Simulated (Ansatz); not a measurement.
Runs of Ansatz 0.2.0 on TiO2 (Anatase). Symmetry: I4_1/amd, No. 141, tetragonal system. Conventional cell: a = 3.784 Å, b = 3.784 Å, c = 9.515 Å, α = 90.00°, β = 90.00°, γ = 90.00°. Ti (site symmetry -4m2) is surrounded by 6 O at 1.93 to 1.98 Å. O (site symmetry 2mm) has 3 Ti at 1.93 to 1.98 Å as nearest neighbours. 

```csv
task,level,cell,smearing,gap on the mesh (eV),pressure (GPa),relaxed volume (Å³/atom),largest force (eV/Å)
relaxation of cell and atoms,BLYP+D3(BJ),relaxed,fermi-dirac 0.05 eV,2.09,0.0,11.46,-
relaxation of cell and atoms,BLYP+D4,relaxed,fermi-dirac 0.05 eV,2.12,0.0,11.54,-
relaxation of cell and atoms,RPBE+D4,relaxed,fermi-dirac 0.05 eV,2.16,0.0,11.42,-
relaxation of cell and atoms,revPBE+D3(BJ),relaxed,fermi-dirac 0.05 eV,2.12,0.0,(a),0.01
relaxation of cell and atoms,revPBE+D4,relaxed,fermi-dirac 0.05 eV,2.15,0.0,11.37,-
single point,RPBE,as given,gaussian 0.05 eV,(c),9.8,-,0.17
single point,PBEsol,as given,gaussian 0.02 eV,2.09,(b),-,0.01
```

Alike in all rows: potentials or basis Ansatz PAW; no spin polarisation; k mesh 10 × 10 × 10; cutoff (eV) 420.

Problem. Fill in the values left out.

Solution. (a) 11.41; (b) -1.1; (c) 2.18.

Caveats: the PAW data sets come from PBE, with cores solved anew for the run's functional, which leaves a small shift of forces and pressure; the plane-wave basis is chosen anew once the cell has moved, so the energies of steps on either side of that aren't comparable (some runs).

A k mesh can miss the band edges.

Runs at the PBE level aren't shown here.
